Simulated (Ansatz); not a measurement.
PbSe (Cmcm) from a database of computed structures, relaxed with r2SCAN+rVV10, was run in the PAW code Ansatz under altered settings. All numbers are computed, without spin polarisation but where a row says otherwise.

```
CELL_PARAMETERS angstrom
2.13770 -5.99676 0.00000
2.13770 5.99676 0.00000
0.00000 0.00000 4.43349
ATOMIC_POSITIONS crystal
Pb 0.62844 0.37156 0.75000
Pb 0.37156 0.62844 0.25000
Se 0.86268 0.13732 0.75000
Se 0.13732 0.86268 0.25000
```

The base run's other keys:
```yaml
kpoints:
  mp_grid: { grid: [4, 4, 4] }
hamiltonian:
  xc: hse06
scf:
  occupations: { method: fixed }
  n_extra_bands: 5
```

It takes 18 iterations with 2221 plane waves at 420 eV and 21 k points, and leaves a mean stress of +0.55 GPa. The gap over this mesh is 1.615 eV. It ran on 4 threads of Arm Neoverse N1 (shared host).

Outcomes, with energy and stress as changes against the base:
```
                                  setting    outcome  ΔF (meV/atom)  Δ mean stress (GPa)  gap on the mesh (eV)  iterations  wall time
PBE hybrid, exx coeff 0.05, omega 0.5 1/Å  converged              –                 +1.2                 1.187          12       61 s
    PBE hybrid, exx coeff 0.2, unscreened  converged              –                 +0.3                 1.990          18       74 s
 PBE hybrid, exx coeff 1.0, omega 0.5 1/Å  converged              –                 -1.9                 1.949          25       99 s
 PBE hybrid, exx coeff 1.5, omega 0.3 1/Å    refused              –                    –                     –           –     0.04 s
                       basis.ecutwfc: 600  converged           -0.7                  0.0                 1.615          18    2.4 min
```
A dash marks a value that wasn't obtained or can't be compared. Stress is positive in compression. The base took 73 s.

- PBE hybrid, exx coeff 0.05, omega 0.5 1/Å. That is 5 % exact exchange, screened with ω = 0.5 1/Å, against HSE06's 25 % screened at 0.208 1/Å. The mean stress moves by +1.2 GPa and the gap on the mesh by -0.428 eV (to 1.187). Totals of different functionals aren't comparable.
- PBE hybrid, exx coeff 0.2, unscreened. That is 20 % exact exchange, at all ranges, against HSE06's 25 % screened at 0.208 1/Å. The mean stress moves by +0.3 GPa and the gap on the mesh by +0.375 eV (to 1.990). Totals of different functionals aren't comparable.
- PBE hybrid, exx coeff 1.0, omega 0.5 1/Å. That is 100 % exact exchange, screened with ω = 0.5 1/Å, against HSE06's 25 % screened at 0.208 1/Å. The mean stress moves by -1.9 GPa and the gap on the mesh by +0.334 eV (to 1.949). Totals of different functionals aren't comparable.
- PBE hybrid, exx coeff 1.5, omega 0.3 1/Å. The input is refused before any iteration. Error: invalid value for `hamiltonian.xc.exx.coeff`: must be finite and in (0, 1]; got 1.5

Within 1 meV an atom, 0.1 GPa and 0.005 eV of the base stay: basis.ecutwfc: 600.

Spin-orbit coupling is left out; in compounds of Pb, Bi, Tl or Hg it can lower a gap by up to about 1 eV, split its edges or invert the bands.

The stress of a hybrid is loosely converged in these runs.

The meshes of the hybrids are coarse, so their gaps aren't converged to the digits shown.
